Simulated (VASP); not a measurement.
# AgCl (Pm-3m) in VASP: further runs

Aim: see how the results for AgCl move with the level of theory and the settings. Levels: PBE, HSE06. Tasks: single point.

Program: VASP 6.6.1. These are calculated values, not measurements. Logs are shortened: lines on timing, memory, paths and dates and some standing lists are left out, and cuts for length are marked.

### Step 1. The crystal as given

It takes space group Pm-3m (No. 221, cubic). Conventional cell: a = 3.396 Å, b = 3.396 Å, c = 3.396 Å, α = 90.00°, β = 90.00°, γ = 90.00°. Around Ag (site symmetry m-3m) lie 8 Cl at 2.94 Å. Cl (site symmetry m-3m) has 8 Ag at 2.94 Å as nearest neighbours.

The cell was built by a generator and needn't be a form met in nature.

### Step 2. Single point, PBE

Input file INCAR:

```
SYSTEM = AgCl
PREC = Accurate
ENCUT = 520
EDIFF = 1E-7
ISMEAR = 0
SIGMA = 0.01
LREAL = .False.
LASPH = .True.
NELM = 100
ALGO = Normal
ISIF = 2
LWAVE = .False.
LCHARG = .True.
GGA = PE
LELF = .True.
LVHAR = .True.
NBANDS = 16
```

Input file KPOINTS:

```
Automatic mesh
0
Gamma
  6 6 6
  0 0 0
```

Input file POSCAR:

```
AgCl
1.0
    3.3955880419      0.0000000000      0.0000000000
    0.0000000000      3.3955880419      0.0000000000
    0.0000000000      0.0000000000      3.3955880419
Ag Cl
1 1
Direct
    0.0000000000      0.0000000000      0.0000000000
    0.5000000000      0.5000000000      0.5000000000
```

Potentials or basis: VASP PAW PBE potentials, release 64 (Ag, Cl).

The run is started by

```console
$ cat potpaw_PBE.64/Ag/POTCAR potpaw_PBE.64/Cl/POTCAR > POTCAR
$ mpirun -np 1 vasp_std > vasp.out
```

OUTCAR:

```text
SYSTEM = AgCl
   PREC = Accurate
   ENCUT = 520
   EDIFF = 1E-7
   ISMEAR = 0
   LREAL = .False.
   LASPH = .True.
   NELM = 100
   ISIF = 2
   GGA = PE

 ion  position               nearest neighbor table
   1  0.000  0.000  0.000-   2 2.94   2 2.94   2 2.94   2 2.94   2 2.94   2 2.94   2 2.94   2 2.94

   2  0.500  0.500  0.500-   1 2.94   1 2.94   1 2.94   1 2.94   1 2.94   1 2.94   1 2.94   1 2.94

  LATTYP: Found a simple cubic cell.
 ALAT       =     3.3955880419

  Lattice vectors:

 A1 = (   3.3955880419,   0.0000000000,   0.0000000000)
 A2 = (   0.0000000000,   3.3955880419,   0.0000000000)
 A3 = (   0.0000000000,   0.0000000000,   3.3955880419)

Analysis of symmetry for initial positions (statically):
=====================================================================
 Subroutine PRICEL returns:
 Original cell was already a primitive cell.

 Routine SETGRP: Setting up the symmetry group for a
 simple cubic supercell.

 Subroutine GETGRP returns: Found 48 space group operations
 (whereof 48 operations were pure point group operations)
 out of a pool of 48 trial point group operations.

The static configuration has the point symmetry O_h .

Analysis of symmetry for dynamics (positions and initial velocities):
=====================================================================
 Subroutine PRICEL returns:
 Original cell was already a primitive cell.

 Routine SETGRP: Setting up the symmetry group for a
 simple cubic supercell.

 Subroutine GETGRP returns: Found 48 space group operations
 (whereof 48 operations were pure point group operations)
 out of a pool of 48 trial point group operations.

The dynamic configuration has the point symmetry O_h .

 Subroutine INISYM returns: Found 48 space group operations
 (whereof 48 operations are pure point group operations),
 and found     1 'primitive' translations

----------------------------------------------------------------------------------------

                                     Primitive cell

  volume of cell :      39.1512

  direct lattice vectors                    reciprocal lattice vectors
     3.395588042  0.000000000  0.000000000     0.294499800  0.000000000  0.000000000
     0.000000000  3.395588042  0.000000000     0.000000000  0.294499800  0.000000000
     0.000000000  0.000000000  3.395588042     0.000000000  0.000000000  0.294499800

  length of vectors
     3.395588042  3.395588042  3.395588042     0.294499800  0.294499800  0.294499800

  position of ions in fractional coordinates (direct lattice)
     0.000000000  0.000000000  0.000000000
     0.500000000  0.500000000  0.500000000

  ion indices of the primitive-cell ions
   primitive index   ion index
                 1           1
                 2           2

----------------------------------------------------------------------------------------

 KPOINTS: Automatic mesh

Automatic generation of k-mesh.
 Grid dimensions read from file:
 generate k-points for:    6    6    6

 Generating k-lattice:

  Cartesian coordinates                     Fractional coordinates (reciprocal lattice)
     0.049083300  0.000000000  0.000000000     0.166666667  0.000000000  0.000000000
     0.000000000  0.049083300  0.000000000     0.000000000  0.166666667  0.000000000
     0.000000000  0.000000000  0.049083300     0.000000000  0.000000000  0.166666667

  Length of vectors
     0.049083300  0.049083300  0.049083300

  Shift w.r.t. Gamma in fractional coordinates (k-lattice)
     0.000000000  0.000000000  0.000000000

 Subroutine IBZKPT returns following result:
 ===========================================

 Found     20 irreducible k-points:

 Following reciprocal coordinates:
            Coordinates               Weight
  0.000000  0.000000  0.000000      1.000000
  0.166667  0.000000  0.000000      6.000000
  0.333333  0.000000  0.000000      6.000000
  0.500000  0.000000  0.000000      3.000000
  0.166667  0.166667  0.000000     12.000000
  0.333333  0.166667  0.000000     24.000000
[... 12 lines left out ...]
  0.500000  0.500000  0.333333      6.000000
  0.500000  0.500000  0.500000      1.000000
   k-points           NKPTS =     20   k-points in BZ     NKDIM =     20   number of bands    NBANDS=     16
   number of dos      NEDOS =    301   number of ions     NIONS =      2
   total plane-waves  NPLWV =  21952
   dimension x,y,z NGX =    28 NGY =   28 NGZ =   28
   dimension x,y,z NGXF=    56 NGYF=   56 NGZF=   56
   ions per type =               1   1
   NGX,Y,Z   is equivalent  to a cutoff of  13.71, 13.71, 13.71 a.u.
   NGXF,Y,Z  is equivalent  to a cutoff of  27.42, 27.42, 27.42 a.u.
 SYSTEM =  AgCl
   PREC   = accura    normal or accurate (medium, high low for compatibility)
   ISTART =      0    job   : 0-new  1-cont  2-samecut
   ICHARG =      2    charge: 1-file 2-atom 10-const
   ISPIN  =      1    spin polarized calculation?
   LNONCOLLINEAR =      F non collinear calculations
   LSORBIT =      F    spin-orbit coupling
   LASPH  =      T    aspherical Exc in radial PAW
   ENCUT  =  520.0 eV  38.22 Ry    6.18 a.u.   6.31  6.31  6.31*2*pi/ulx,y,z
   NELM   =    100;   NELMIN=  2; NELMDL= -5     # of ELM steps
   EDIFF  = 0.1E-06   stopping-criterion for ELM
   LREAL  =      F    real-space projection
   EDIFFG = 0.1E-05   stopping-criterion for IOM
   NSW    =      0    number of steps for IOM
   IBRION =     -1    ionic relax: 0-MD 1-quasi-New 2-CG
   NFREE  =      0    steps in history (QN), initial steepest desc. (CG)
   ISIF   =      2    stress and relaxation
   ISYM   =      2    0-nonsym 1-usesym 2-fastsym
   POTIM  = 0.5000    time-step for ionic-motion
   TEBEG  =    0.0;   TEEND  =   0.0 temperature during run
   PSTRESS=    0.0 pullay stress
   NELECT =      18.0000    total number of electrons
   NUPDOWN=      -1.0000    fix difference up-down
   EMIN   =  10.00;   EMAX   =-10.00  energy-range for DOS
   EFERMI =   0.00;   METHOD = LEGACY
   ISMEAR =     0;   SIGMA  =   0.01  broadening in eV -4-tet -1-fermi 0-gaus
   EFERMI_NEDOS =   21; number of points for ismear=-14 and -15
   IALGO  =     38    algorithm
   IMIX   =      4    mixing-type and parameters
     AMIX     =   0.40;   BMIX     =  1.00
     AMIX_MAG =   1.60;   BMIX_MAG =  1.00
  volume/ion in A,a.u.               =      19.58       132.10
  Fermi-wavevector in a.u.,A,eV,Ry     =   1.263525  2.387717 21.721655  1.596497
  Thomas-Fermi vector in A             =   2.396878
   LORBIT       =      0    0 simple, 1 ext, 2 COOP (PROOUT), +10 PAW based schemes
   GGA     = PE    functional components
   LHFCALC =     F    Hartree Fock is set to
   AEXX    =    0.0000 exact exchange contribution
   IVDW    =     0    specifies the selected vdW correction
   LEPSILON=     F    determine dielectric tensor
   LRPA    =     F    only Hartree local field effects (RPA)
 non-spin polarized calculation
 Gauss-broadening in eV      SIGMA  =   0.01
  energy-cutoff  :      520.00
  volume of cell :       39.15
 maximum number of plane-waves:      1068
 NGX is ok and might be reduce to    28
   NGX = 13   NGY = 13   NGZ = 13

 number of electron      18.0000002 magnetization

 Free energy of the ion-electron system (eV)
  ---------------------------------------------------
  ext. energy  EPLUGINS =         0.00000000
  ---------------------------------------------------
  free energy    TOTEN  =        -5.11459169 eV

  energy without entropy =       -5.11459169  energy(sigma->0) =       -5.11459169

 E-fermi :   4.4270     XC(G=0): -10.5649

 val. band max:        4.3122659279   @ k =   0.5000   0.0000   0.0000
 cond. band min:       4.8958969196   @ k =   0.0000   0.0000   0.0000
 fundamental gap:      0.5836309917
 Fermi energy:         4.4270259188

 k-point     1 :       0.0000    0.0000    0.0000
  band No.  band energies     occupation
      1     -10.4685      2.00000
      2       1.4536      2.00000
      3       1.4536      2.00000
      4       2.4606      2.00000
      5       2.4606      2.00000
      6       2.4606      2.00000
[... 8 lines left out ...]
     15      18.2278      0.00000
     16      20.7874      0.00000

 k-point     2 :       0.1667    0.0000    0.0000
  band No.  band energies     occupation
      1     -10.3517      2.00000
      2       0.9437      2.00000
      3       1.4925      2.00000
      4       1.9110      2.00000
      5       1.9110      2.00000
      6       2.2307      2.00000
[... 8 lines left out ...]
     15      17.7293      0.00000
     16      20.6721      0.00000

 k-point     3 :       0.3333    0.0000    0.0000
  band No.  band energies     occupation
      1     -10.0981      2.00000
      2      -0.3875      2.00000
      3       1.4707      2.00000
      4       1.4707      2.00000
      5       1.5721      2.00000
      6       2.5016      2.00000
[... 8 lines left out ...]
     15      19.4970      0.00000
     16      20.4467      0.00000

 k-point     4 :       0.5000    0.0000    0.0000
  band No.  band energies     occupation
      1      -9.9593      2.00000
      2      -0.9619      2.00000
      3       1.3145      2.00000
      4       1.3145      2.00000
      5       1.6128      2.00000
      6       2.5154      2.00000
[... 8 lines left out ...]
     15      20.2729      0.00000
     16      20.3364      0.00000

 k-point     5 :       0.1667    0.1667    0.0000
  band No.  band energies     occupation
      1     -10.2433      2.00000
      2       0.8306      2.00000
      3       1.2049      2.00000
      4       1.7367      2.00000
      5       1.8129      2.00000
      6       2.3834      2.00000
[... 8 lines left out ...]
     15      18.5213      0.00000
     16      19.5918      0.00000

 k-point     6 :       0.3333    0.1667    0.0000
  band No.  band energies     occupation
      1     -10.0097      2.00000
      2      -0.1836      2.00000
      3       1.1892      2.00000
      4       1.5779      2.00000
      5       1.7324      2.00000
      6       2.3889      2.00000
[... 8 lines left out ...]
     15      19.4125      0.00000
     16      19.7057      0.00000

 k-point     7 :       0.5000    0.1667    0.0000
  band No.  band energies     occupation
      1      -9.8829      2.00000
      2      -0.6875      2.00000
      3       1.1627      2.00000
      4       1.4658      2.00000
      5       1.7112      2.00000
      6       2.4198      2.00000
[... 8 lines left out ...]
     15      19.5300      0.00000
     16      21.2779      0.00000

 k-point     8 :       0.3333    0.3333    0.0000
  band No.  band energies     occupation
      1      -9.8219      2.00000
      2       0.1346      2.00000
      3       0.7419      2.00000
      4       1.7934      2.00000
      5       1.8356      2.00000
      6       2.2290      2.00000
[... 8 lines left out ...]
     15      18.4592      0.00000
     16      20.0667      0.00000

 k-point     9 :       0.5000    0.3333    0.0000
  band No.  band energies     occupation
      1      -9.7218      2.00000
      2       0.0064      2.00000
      3       0.7751      2.00000
      4       1.8170      2.00000
      5       1.8557      2.00000
      6       2.2383      2.00000
[... 8 lines left out ...]
     15      18.4900      0.00000
     16      21.0292      0.00000
[... 96 lines left out ...]
 k-point    15 :       0.5000    0.3333    0.1667
  band No.  band energies     occupation
      1      -9.6329      2.00000
      2       0.0053      2.00000
      3       0.4940      2.00000
      4       1.6665      2.00000
      5       1.9729      2.00000
      6       2.3283      2.00000
[... 8 lines left out ...]
     15      18.4718      0.00000
     16      19.8659      0.00000

 k-point    16 :       0.5000    0.5000    0.1667
  band No.  band energies     occupation
      1      -9.5428      2.00000
      2       0.2622      2.00000
      3       0.2622      2.00000
      4       1.3366      2.00000
      5       1.9576      2.00000
      6       2.6456      2.00000
[... 8 lines left out ...]
     15      19.4906      0.00000
     16      19.4906      0.00000

 k-point    17 :       0.3333    0.3333    0.3333
  band No.  band energies     occupation
      1      -9.5443      2.00000
      2       0.2406      2.00000
      3       0.2406      2.00000
      4       0.7263      2.00000
      5       2.3843      2.00000
      6       2.3843      2.00000
[... 8 lines left out ...]
     15      18.4060      0.00000
     16      19.2223      0.00000

 k-point    18 :       0.5000    0.3333    0.3333
  band No.  band energies     occupation
      1      -9.4433      2.00000
      2      -0.0470      2.00000
      3       0.1210      2.00000
      4       0.6175      2.00000
      5       2.4073      2.00000
      6       2.5620      2.00000
[... 8 lines left out ...]
     15      18.9463      0.00000
     16      20.7323      0.00000

 k-point    19 :       0.5000    0.5000    0.3333
  band No.  band energies     occupation
      1      -9.3418      2.00000
      2      -0.0874      2.00000
      3      -0.0874      2.00000
      4       0.2392      2.00000
      5       2.5072      2.00000
      6       2.7949      2.00000
[... 8 lines left out ...]
     15      21.3024      0.00000
     16      21.3024      0.00000

 k-point    20 :       0.5000    0.5000    0.5000
  band No.  band energies     occupation
      1      -9.2335      2.00000
      2      -0.2217      2.00000
      3      -0.2217      2.00000
      4      -0.2217      2.00000
      5       2.7997      2.00000
      6       2.7997      2.00000
[... 8 lines left out ...]
     15      22.0853      0.00000
     16      22.0853      0.00000

------------------------ aborting loop because EDIFF is reached ----------------------------------------

  FORCE on cell =-STRESS in cart. coord.  units (eV):
  Direction    XX          YY          ZZ          XY          YZ          ZX
  --------------------------------------------------------------------------------------
  -------------------------------------------------------------------------------------
  Total        0.3585464      0.3585464      0.3585464     -0.0000000     -0.0000000      0.0000000
  in kB       14.6727302     14.6727302     14.6727302     -0.0000000     -0.0000000      0.0000000
  external PRESSURE =      14.6727302 kB  Pullay stress =       0.0000000 kB

 VOLUME and BASIS-vectors are now :
 -----------------------------------------------------------------------------
  energy-cutoff  :      520.00
  volume of cell :       39.15
      direct lattice vectors                 reciprocal lattice vectors
     3.395588042  0.000000000  0.000000000     0.294499800  0.000000000  0.000000000
     0.000000000  3.395588042  0.000000000     0.000000000  0.294499800  0.000000000
     0.000000000  0.000000000  3.395588042     0.000000000  0.000000000  0.294499800

 POSITION                                       TOTAL-FORCE (eV/Angst)
 -----------------------------------------------------------------------------------
      0.00000      0.00000      0.00000         0.000000      0.000000      0.000000
      1.69779      1.69779      1.69779         0.000000      0.000000      0.000000
 -----------------------------------------------------------------------------------
    total drift:                               -0.000000      0.000000      0.000000

  FREE ENERGIE OF THE ION-ELECTRON SYSTEM (eV)
  ---------------------------------------------------
  free  energy   TOTEN  =        -5.1145916880 eV

  energy  without entropy=       -5.1145916880  energy(sigma->0) =       -5.11459169
```

Run time: 15 s. Hardware: 1 thread of Intel Xeon Platinum 8259CL at 2.50GHz (Skylake/Cascade Lake), shared host; peak memory 0.15 GiB.

Results:

```
Free energy            : -5.1146 eV
Pressure               : 1.5 GPa
Band gap on the k mesh : 0.58 eV, indirect (least direct gap 2.19 eV)
```

Levels at points of the mesh, in eV from the valence-band top:
```csv
k point,band 6,band 7,band 8,band 9,band 10,band 11,band 12,band 13
"(0.00, 0.00, 0.00)",-1.85,-1.61,-1.61,-1.61,0.58,9.40,9.40,13.92
"(0.50, 0.00, 0.00)",-1.80,-1.47,0.00,0.00,4.92,5.67,9.30,10.02
"(0.50, 0.50, 0.00)",-2.16,-2.16,-1.53,-0.95,2.78,9.07,9.07,10.65
"(0.50, 0.50, 0.50)",-1.51,-0.17,-0.17,-0.17,4.69,4.69,4.69,6.92
```

A k mesh can miss the band edges. A hybrid or GW would open this gap; PBE tends to underestimate it.

[end of part 1 of 2]
